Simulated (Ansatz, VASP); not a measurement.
InAs: VASP beside Ansatz

```
CELL_PARAMETERS angstrom
0.00000 3.04389 3.04389
3.04389 0.00000 3.04389
3.04389 3.04389 0.00000
ATOMIC_POSITIONS crystal
In 0.00000 0.00000 0.00000
As 0.25000 0.25000 0.25000
```

Alike in both runs: functional PBEsol; k mesh 10 × 10 × 10; occupations gaussian, width 0.1 eV; no spin polarisation.

Ansatz relaxed the structure, and its values are those at the end. VASP's run is a single point on that final structure, the one shown.

|  | VASP | Ansatz |
| --- | --- | --- |
| version | VASP 6.6.1 | Ansatz 0.2.0 |
| potentials or method | VASP PAW PBE potentials, release 64 (In_d, As) | scalar-relativistic, plane waves, PAW |
| plane-wave cutoff (eV) | 520 | 420 |
| valence electrons in the cell | 18 | 28 |

|  | VASP | Ansatz | Ansatz less VASP |
| --- | --- | --- | --- |
| gap on the k mesh at the Fermi level (eV) | none | none | - |
| pressure (GPa) | 0.1 | 0.0 | -0.07 |

A gap of «none» marks a metal or a gap that the smearing closes. The two sets of potentials don't hold the same shells in valence. Ansatz warned: «pseudo_functional_mismatch».

Caveats: the PAW data sets were made with another functional, which shifts forces and pressure a little (VASP); this crystal is a semiconductor, whose small gap the functional closes, so the metal is an error of the method.
